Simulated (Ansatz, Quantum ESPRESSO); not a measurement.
# Evanescent states of BeSe, zinc blende type, lattice constant set to 5.335 Å, part 2 of 4

How good a tunnel barrier is BeSe, zinc blende type, lattice constant set to 5.335 Å?

Quantum ESPRESSO 7.5; plane-wave DFT, PBE, GBRV ultrasoft pseudopotentials; cross-check by Ansatz 0.2.0 with PAW datasets.

So far. Step 2 (Ground state): The run needed 9 iterations to bring the estimated error under 1e-09 Ry.

The structure was built from a prototype and need not be the compound's stable phase.

### Step 3. Complex band structure

Level of this step: complex band structure by pwcond; plane-wave DFT, PBE, GBRV ultrasoft pseudopotentials (Quantum ESPRESSO).

ikind = 0 solves one period of the crystal for all kz, real and complex, at each energy and k across. ewind and epsproj trim the two-dimensional plane-wave basis; nz1 sets the subslabs.

Contents of cbs.in:

```
&inputcond
  outdir = './out'
  prefixl = 'scf'
  band_file = 'cbs'
  ikind = 0
  ewind = 4.0
  epsproj = 1e-05
  nz1 = 7
  energy0 = 4.48
  denergy = -0.16
/
4
  0.00000000 0.00000000 1.00000000
  0.50000000 0.00000000 1.00000000
  0.50000000 0.50000000 1.00000000
  0.25000000 0.00000000 1.00000000
41
```

Run with:

```bash
$ OMP_NUM_THREADS=1 mpirun -n 2 pwcond.x -in cbs.in > cbs.out
```

Output:

```text
[banner, memory and clock lines left out]
Program PWCOND v.7.5 starts

          URL

     ./out/scf.save/

     IMPORTANT: XC functional enforced from input :
     Exchange-correlation= PBE
                           (   1   4   3   4   0   0   0)
     Any further DFT definition will be discarded
     Please, verify this is what you really want

     Reading collected, re-writing distributed wavefunctions

===== INPUT FILE containing the left lead =====

     GEOMETRY:

     lattice parameter (alat)  =       7.1288  a.u.
     the volume                =     512.3537 (a.u.)^3
     the cross section         =      50.8202 (a.u.)^2
     l of the unit cell        =       1.4142 (alat)
     number of atoms/cell      =            4
     number of atomic types    =            2

     crystal axes: (cart. coord. in units of alat)
               a(1) = (  1.0000  0.0000  0.0000 )
               a(2) = (  0.0000  1.0000  0.0000 )
               a(3) = (  0.0000  0.0000  1.4142 )

   Cartesian axes

     site n.     atom                  positions (alat units)
          1        Be     tau(  1)=(  0.0000  0.0000  1.4142  )
          2        Se     tau(  2)=(  0.5000  0.0000  0.3536  )
          3        Be     tau(  3)=(  0.5000  0.5000  0.7071  )
          4        Se     tau(  4)=(  0.0000  0.5000  1.0607  )

     nr1s                      =           30
     nr2s                      =           30
     nr3s                      =           45
     nr1sx                     =           30
     nr2sx                     =           30
     nr3sx                     =           45
     nr1                       =           36
     nr2                       =           36
     nr3                       =           45
     nr1x                      =           36
     nr2x                      =           36
     nr3x                      =           45

 _______________________________
  Radii of nonlocal spheres:

     type       ibeta     ang. mom.          radius (alat units)
       Be         1         0                    0.2267
       Be         2         0                    0.2267
       Be         3         0                    0.2267
       Be         4         1                    0.2267
       Be         5         1                    0.2267
       Be         6         2                    0.2267
       Se         1         0                    0.2536
       Se         2         0                    0.2536
       Se         3         1                    0.2536
       Se         4         1                    0.2536
       Se         5         2                    0.2536
       Se         6         2                    0.2536
----- General information -----

----- Complex band structure calculation -----

     nrx                       =           30
     nry                       =           30
     nz1                       =            7

     energy0               =         4.5E+00
     denergy               =        -1.6E-01
     nenergy               =         41
     ecut2d                =         4.0E+01
     ewind                 =         4.0E+00
     epsproj               =         1.0E-05

     number of k_|| points=    4
                       cryst. coord.
        k(    1) = (   0.0000000   0.0000000), wk =   0.2500000
        k(    2) = (   0.5000000   0.0000000), wk =   0.2500000
        k(    3) = (   0.5000000   0.5000000), wk =   0.2500000
        k(    4) = (   0.2500000   0.0000000), wk =   0.2500000
----- Information about left lead -----

     nocros                   =           14
     noins                    =           50
     norb                     =           78
     norbf                    =           78
     nrz                      =           45

      iorb      type   ibeta   ang. mom.   m       position (alat)
        1        1       1        0        1   taunew(   1)=(  0.0000  0.0000  0.0000)
        2        1       2        0        1   taunew(   2)=(  0.0000  0.0000  0.0000)
        3        1       3        0        1   taunew(   3)=(  0.0000  0.0000  0.0000)
        4        1       4        1        1   taunew(   4)=(  0.0000  0.0000  0.0000)
        5        1       4        1        2   taunew(   5)=(  0.0000  0.0000  0.0000)
        6        1       4        1        3   taunew(   6)=(  0.0000  0.0000  0.0000)
        7        1       5        1        1   taunew(   7)=(  0.0000  0.0000  0.0000)
        8        1       5        1        2   taunew(   8)=(  0.0000  0.0000  0.0000)
        9        1       5        1        3   taunew(   9)=(  0.0000  0.0000  0.0000)
       10        1       6        2        1   taunew(  10)=(  0.0000  0.0000  0.0000)
       11        1       6        2        2   taunew(  11)=(  0.0000  0.0000  0.0000)
       12        1       6        2        3   taunew(  12)=(  0.0000  0.0000  0.0000)
       13        1       6        2        4   taunew(  13)=(  0.0000  0.0000  0.0000)
       14        1       6        2        5   taunew(  14)=(  0.0000  0.0000  0.0000)
       15        2       1        0        1   taunew(  15)=(  0.5000  0.0000  0.3536)
       16        2       2        0        1   taunew(  16)=(  0.5000  0.0000  0.3536)
       17        2       3        1        1   taunew(  17)=(  0.5000  0.0000  0.3536)
       18        2       3        1        2   taunew(  18)=(  0.5000  0.0000  0.3536)
       19        2       3        1        3   taunew(  19)=(  0.5000  0.0000  0.3536)
       20        2       4        1        1   taunew(  20)=(  0.5000  0.0000  0.3536)
       21        2       4        1        2   taunew(  21)=(  0.5000  0.0000  0.3536)
       22        2       4        1        3   taunew(  22)=(  0.5000  0.0000  0.3536)
       23        2       5        2        1   taunew(  23)=(  0.5000  0.0000  0.3536)
       24        2       5        2        2   taunew(  24)=(  0.5000  0.0000  0.3536)
       25        2       5        2        3   taunew(  25)=(  0.5000  0.0000  0.3536)
       26        2       5        2        4   taunew(  26)=(  0.5000  0.0000  0.3536)
       27        2       5        2        5   taunew(  27)=(  0.5000  0.0000  0.3536)
       28        2       6        2        1   taunew(  28)=(  0.5000  0.0000  0.3536)
       29        2       6        2        2   taunew(  29)=(  0.5000  0.0000  0.3536)
       30        2       6        2        3   taunew(  30)=(  0.5000  0.0000  0.3536)
       31        2       6        2        4   taunew(  31)=(  0.5000  0.0000  0.3536)
       32        2       6        2        5   taunew(  32)=(  0.5000  0.0000  0.3536)
       33        1       1        0        1   taunew(  33)=(  0.5000  0.5000  0.7071)
[...]
63        2       6        2        4   taunew(  63)=(  0.0000  0.5000  1.0607)
       64        2       6        2        5   taunew(  64)=(  0.0000  0.5000  1.0607)
       65        1       1        0        1   taunew(  65)=(  0.0000  0.0000  1.4142)
       66        1       2        0        1   taunew(  66)=(  0.0000  0.0000  1.4142)
       67        1       3        0        1   taunew(  67)=(  0.0000  0.0000  1.4142)
       68        1       4        1        1   taunew(  68)=(  0.0000  0.0000  1.4142)
       69        1       4        1        2   taunew(  69)=(  0.0000  0.0000  1.4142)
       70        1       4        1        3   taunew(  70)=(  0.0000  0.0000  1.4142)
       71        1       5        1        1   taunew(  71)=(  0.0000  0.0000  1.4142)
       72        1       5        1        2   taunew(  72)=(  0.0000  0.0000  1.4142)
       73        1       5        1        3   taunew(  73)=(  0.0000  0.0000  1.4142)
       74        1       6        2        1   taunew(  74)=(  0.0000  0.0000  1.4142)
       75        1       6        2        2   taunew(  75)=(  0.0000  0.0000  1.4142)
       76        1       6        2        3   taunew(  76)=(  0.0000  0.0000  1.4142)
       77        1       6        2        4   taunew(  77)=(  0.0000  0.0000  1.4142)
       78        1       6        2        5   taunew(  78)=(  0.0000  0.0000  1.4142)
    k slab    z(k)  z(k+1)     crossing(iorb=1,norb)
    1   0.0000 0.0314 0.0314   111111111111110000000000000000000000000000000000000000000000000000000000000000
    2   0.0314 0.0629 0.0314   111111111111110000000000000000000000000000000000000000000000000000000000000000
    3   0.0629 0.0943 0.0314   111111111111110000000000000000000000000000000000000000000000000000000000000000
    4   0.0943 0.1257 0.0314   111111111111111111111111111111110000000000000000000000000000000000000000000000
    5   0.1257 0.1571 0.0314   111111111111111111111111111111110000000000000000000000000000000000000000000000
    6   0.1571 0.1886 0.0314   111111111111111111111111111111110000000000000000000000000000000000000000000000
    7   0.1886 0.2200 0.0314   111111111111111111111111111111110000000000000000000000000000000000000000000000
    8   0.2200 0.2514 0.0314   111111111111111111111111111111110000000000000000000000000000000000000000000000
    9   0.2514 0.2828 0.0314   000000000000001111111111111111110000000000000000000000000000000000000000000000
   10   0.2828 0.3143 0.0314   000000000000001111111111111111110000000000000000000000000000000000000000000000
   11   0.3143 0.3457 0.0314   000000000000001111111111111111110000000000000000000000000000000000000000000000
   12   0.3457 0.3771 0.0314   000000000000001111111111111111110000000000000000000000000000000000000000000000
   13   0.3771 0.4086 0.0314   000000000000001111111111111111110000000000000000000000000000000000000000000000
   14   0.4086 0.4400 0.0314   000000000000001111111111111111110000000000000000000000000000000000000000000000
   15   0.4400 0.4714 0.0314   000000000000001111111111111111110000000000000000000000000000000000000000000000
   16   0.4714 0.5028 0.0314   000000000000001111111111111111111111111111111100000000000000000000000000000000
   17   0.5028 0.5343 0.0314   000000000000001111111111111111111111111111111100000000000000000000000000000000
   18   0.5343 0.5657 0.0314   000000000000001111111111111111111111111111111100000000000000000000000000000000
   19   0.5657 0.5971 0.0314   000000000000001111111111111111111111111111111100000000000000000000000000000000
   20   0.5971 0.6285 0.0314   000000000000001111111111111111111111111111111100000000000000000000000000000000
   21   0.6285 0.6600 0.0314   000000000000000000000000000000001111111111111100000000000000000000000000000000
   22   0.6600 0.6914 0.0314   000000000000000000000000000000001111111111111100000000000000000000000000000000
   23   0.6914 0.7228 0.0314   000000000000000000000000000000001111111111111100000000000000000000000000000000
   24   0.7228 0.7542 0.0314   000000000000000000000000000000001111111111111100000000000000000000000000000000
   25   0.7542 0.7857 0.0314   000000000000000000000000000000001111111111111100000000000000000000000000000000
   26   0.7857 0.8171 0.0314   000000000000000000000000000000001111111111111111111111111111111100000000000000
   27   0.8171 0.8485 0.0314   000000000000000000000000000000001111111111111111111111111111111100000000000000
   28   0.8485 0.8800 0.0314   000000000000000000000000000000001111111111111111111111111111111100000000000000
   29   0.8800 0.9114 0.0314   000000000000000000000000000000001111111111111111111111111111111100000000000000
   30   0.9114 0.9428 0.0314   000000000000000000000000000000001111111111111111111111111111111100000000000000
   31   0.9428 0.9742 0.0314   000000000000000000000000000000000000000000000011111111111111111100000000000000
   32   0.9742 1.0057 0.0314   000000000000000000000000000000000000000000000011111111111111111100000000000000
   33   1.0057 1.0371 0.0314   000000000000000000000000000000000000000000000011111111111111111100000000000000
   34   1.0371 1.0685 0.0314   000000000000000000000000000000000000000000000011111111111111111100000000000000
   35   1.0685 1.0999 0.0314   000000000000000000000000000000000000000000000011111111111111111100000000000000
   36   1.0999 1.1314 0.0314   000000000000000000000000000000000000000000000011111111111111111100000000000000
   37   1.1314 1.1628 0.0314   000000000000000000000000000000000000000000000011111111111111111100000000000000
   38   1.1628 1.1942 0.0314   000000000000000000000000000000000000000000000011111111111111111111111111111111
   39   1.1942 1.2257 0.0314   000000000000000000000000000000000000000000000011111111111111111111111111111111
   40   1.2257 1.2571 0.0314   000000000000000000000000000000000000000000000011111111111111111111111111111111
   41   1.2571 1.2885 0.0314   000000000000000000000000000000000000000000000011111111111111111111111111111111
   42   1.2885 1.3199 0.0314   000000000000000000000000000000000000000000000011111111111111111111111111111111
   43   1.3199 1.3514 0.0314   000000000000000000000000000000000000000000000000000000000000000011111111111111
   44   1.3514 1.3828 0.0314   000000000000000000000000000000000000000000000000000000000000000011111111111111
   45   1.3828 1.4142 0.0314   000000000000000000000000000000000000000000000000000000000000000011111111111111
 ngper, shell number =          161          25
 ngper, n2d =          161         126
---  E-Ef =    4.4800000  k =    0.0000000   0.0000000
---  ie =          1  ik =          1
 Nchannels of the left tip =            1
 Right moving states:
   k1(2pi/a)   k2(2pi/a)   E-Ef (eV)
   0.2029569   0.0000000   4.4800000
 Left moving states:
   k1(2pi/a)   k2(2pi/a)   E-Ef (eV)
  -0.2029569   0.0000000   4.4800000

---  E-Ef =    4.3200000  k =    0.0000000   0.0000000
---  ie =          2  ik =          1
 Nchannels of the left tip =            3
 Right moving states:
   k1(2pi/a)   k2(2pi/a)   E-Ef (eV)
   0.1158104   0.0000000   4.3200000
   0.2174391  -0.0000000   4.3200000
  -0.3116688   0.0000000   4.3200000
 Left moving states:
   k1(2pi/a)   k2(2pi/a)   E-Ef (eV)
  -0.1158104   0.0000000   4.3200000
  -0.2174391  -0.0000000   4.3200000
   0.3116688   0.0000000   4.3200000
[... further energies and points left out ...]
---  E-Ef =   -1.7600000  k =    0.2500000   0.0000000
---  ie =         40  ik =          4
 Nchannels of the left tip =            2
 Right moving states:
   k1(2pi/a)   k2(2pi/a)   E-Ef (eV)
   0.2142188   0.0000000  -1.7600000
   0.3992544  -0.0000000  -1.7600000
 Left moving states:
   k1(2pi/a)   k2(2pi/a)   E-Ef (eV)
  -0.2142188   0.0000000  -1.7600000
  -0.3992544  -0.0000000  -1.7600000

---  E-Ef =   -1.9200000  k =    0.2500000   0.0000000
---  ie =         41  ik =          4
 Nchannels of the left tip =            1
 Right moving states:
   k1(2pi/a)   k2(2pi/a)   E-Ef (eV)
   0.3707843   0.0000000  -1.9200000
 Left moving states:
   k1(2pi/a)   k2(2pi/a)   E-Ef (eV)
  -0.3707843  -0.0000000  -1.9200000

Note: The following floating-point exceptions are signalling: IEEE_UNDERFLOW_FLAG
Note: The following floating-point exceptions are signalling: IEEE_UNDERFLOW_FLAG
```

Elapsed: 2.6 min, on 2 MPI ranks of Arm Neoverse V2, shared host; peak memory 0.14 GiB; 5.2 min of CPU time.

Numbers from this step:

| Quantity | Value |
| --- | --- |
| peak of the smallest κ at the zone centre | 0.222 Å⁻¹ |
| energy of the peak at the zone centre | 1.76 eV |
| peak of the smallest κ at (1/2, 0) | 0.314 Å⁻¹ |
| peak of the smallest κ at (1/4, 0) | 0.312 Å⁻¹ |

K across = (0, 0) in the cell's reciprocal vectors; values within 0.0025 1/Å of each other count once, columns are sorted by size at each energy, a dash where no further value was kept. Im kz of the slowest decaying states against energy, zero at the highest filled level of the SCF mesh:

```csv
energy (eV),decay 1 (Å⁻¹),decay 2 (Å⁻¹),decay 3 (Å⁻¹)
-1.92,0.896,1.57,1.79
-1.60,0.867,1.52,1.76
-1.28,0.838,1.47,1.74
-0.96,0.808,1.42,1.72
-0.64,0.777,1.37,1.70
-0.32,0.744,1.32,1.67
-0.16,0.728,1.29,1.66
0.00,0.01,0.71,1.27
0.16,0.095,0.147,0.693
0.48,0.155,0.24,0.656
0.80,0.188,0.292,0.616
1.12,0.208,0.326,0.573
1.44,0.219,0.348,0.525
1.76,0.222,0.362,0.469
2.08,0.219,0.368,0.402
2.40,0.209,0.314,0.368
2.72,0.168,0.19,0.363
2.88,0.177,0.358,0.647
3.20,0.14,0.344,0.551
3.52,0.067,0.324,0.446
3.84,0.298,0.324,1.35
4.16,0.145,0.262,1.33
4.48,0.071,0.213,1.3
```

K across = (0, 0) in the cell's reciprocal vectors. Table of Re kz of states that move upwards by energy, zero at the highest filled level of the SCF mesh:

```
energy (eV)  channel 1 (Å⁻¹)  channel 2 (Å⁻¹)  channel 3 (Å⁻¹)
      -1.92           -0.445            0.371            0.371
      -1.60           -0.388            0.513            0.513
      -1.28           -0.549           -0.549           -0.332
      -0.96           -0.443           -0.443           -0.275
      -0.64           -0.339           -0.339           -0.214
      -0.32           -0.225           -0.225           -0.144
      -0.16           -0.155           -0.155          -0.0987
       0.00                -                -                -
       0.16                -                -                -
       0.48                -                -                -
       0.80                -                -                -
       1.12                -                -                -
       1.44                -                -                -
       1.76                -                -                -
       2.08                -                -                -
       2.40                -                -                -
       2.72                -                -                -
       2.88            0.106                -                -
       3.20            0.318                -                -
       3.52            0.459                -                -
       3.84           -0.588            0.122                -
       4.16           -0.452            0.205                -
       4.48            0.239                -                -
```

K across = (1/2, 0) in the cell's reciprocal vectors; values within 0.0025 1/Å of each other count once, columns are sorted by size at each energy, a dash where no further value was kept. Table of Im kz of the slowest decaying states by energy, zero at the highest filled level of the SCF mesh:

| energy (eV) | decay 1 (Å⁻¹) | decay 2 (Å⁻¹) | decay 3 (Å⁻¹) |
| --- | --- | --- | --- |
| -1.92 | 0.856 | 1.40 | 2.3 |
| -1.76 | 0.81 | 1.39 | 2.29 |
| -1.44 | 0.689 | 1.35 | 2.27 |
| -1.28 | 0.601 | 1.34 | 2.25 |
| -0.96 | 1.30 | 2.23 | 2.29 |
| -0.80 | 0.103 | 0.422 | 1.29 |
| -0.64 | 0.151 | 0.543 | 1.27 |
| -0.32 | 0.211 | 0.647 | 1.23 |
| -0.16 | 0.232 | 0.675 | 1.22 |
| 0.00 | 0.249 | 0.695 | 1.20 |
| 0.32 | 0.276 | 0.721 | 1.16 |
| 0.48 | 0.286 | 0.728 | 1.14 |
| 0.80 | 0.301 | 0.736 | 1.10 |
| 0.96 | 0.306 | 0.737 | 1.08 |
| 1.12 | 0.31 | 0.736 | 1.06 |
| 1.44 | 0.314 | 0.731 | 1.02 |
| 1.60 | 0.314 | 0.727 | 1.00 |
| 1.76 | 0.313 | 0.721 | 0.982 |
| 2.08 | 0.306 | 0.708 | 0.938 |
| 2.24 | 0.301 | 0.7 | 0.916 |
| 2.56 | 0.286 | 0.681 | 0.87 |
| 2.72 | 0.276 | 0.67 | 0.846 |
| 2.88 | 0.264 | 0.659 | 0.821 |
| 3.20 | 0.233 | 0.634 | 0.77 |
| 3.36 | 0.212 | 0.62 | 0.742 |
| 3.52 | 0.186 | 0.605 | 0.714 |
| 3.84 | 0.103 | 0.572 | 0.652 |
| 4.00 | 0.554 | 0.618 | 1.80 |
| 4.32 | 0.514 | 0.541 | 1.77 |
| 4.48 | 0.492 | 0.495 | 1.75 |

K across = (1/2, 1/2) in the cell's reciprocal vectors; values within 0.0025 1/Å of each other count once, columns are sorted by size at each energy, a dash where no further value was kept. Table of Im kz of the slowest decaying states by energy, zero at the highest filled level of the SCF mesh:

```
energy (eV)  decay 1 (Å⁻¹)  decay 2 (Å⁻¹)  decay 3 (Å⁻¹)
      -1.92          0.234          0.251           2.06
      -1.76          0.273          0.285           2.05
      -1.60          0.303           0.31           2.04
      -1.44          0.327           2.03           2.17
      -1.28          0.343          0.347           2.02
      -1.12          0.353          0.363           2.01
      -0.96          0.361          0.377           2.00
      -0.64           0.37          0.398           1.98
      -0.48          0.372          0.406           1.97
      -0.32          0.373          0.413           1.96
      -0.16          0.372          0.417           1.95
       0.00          0.369          0.421           1.94
       0.16          0.366          0.423           1.93
       0.32          0.361          0.425           1.92
       0.48          0.356          0.425           1.91
       0.64          0.349          0.424           1.90
       0.80          0.341          0.423           1.89
       0.96          0.332           0.42           1.88
       1.12          0.322          0.417           1.87
       1.44          0.297          0.407           1.85
       1.60          0.283          0.401           1.84
       1.76          0.267          0.394           1.83
       1.92          0.249          0.386           1.82
       2.08          0.228          0.377           1.80
       2.24          0.204          0.367           1.79
       2.40          0.176          0.356           1.78
       2.56          0.142          0.344           1.77
       2.72          0.092          0.331           1.76
       2.88          0.316           1.75           1.87
       3.04            0.3           1.74           1.85
       3.20          0.282           1.72           1.84
       3.52          0.239            1.7           1.82
       3.68          0.213           1.69           1.81
       3.84          0.181           1.68           1.79
       4.00          0.142           1.66           1.78
       4.16          0.083           1.65           1.77
       4.32           1.64           1.75           1.89
       4.48           1.63           1.74           1.88
```

(Part 2 of 4 ends here.)

[Logs are printed without paths, hosts, clocks, repeated set-up lines and the standing remarks that a program may print on its own settings, such as how far it seeks lower states.]

[Hosts, paths, dates, database ids (printed as entryN), source tags and the programs' standing remarks are cut or masked in the printed files.]

[Maps of the electrostatic potential energy from Ansatz leave out the sawtooth potential of an applied field or a dipole correction, so their vacuum need not be flat; planar profiles and work functions include it.]
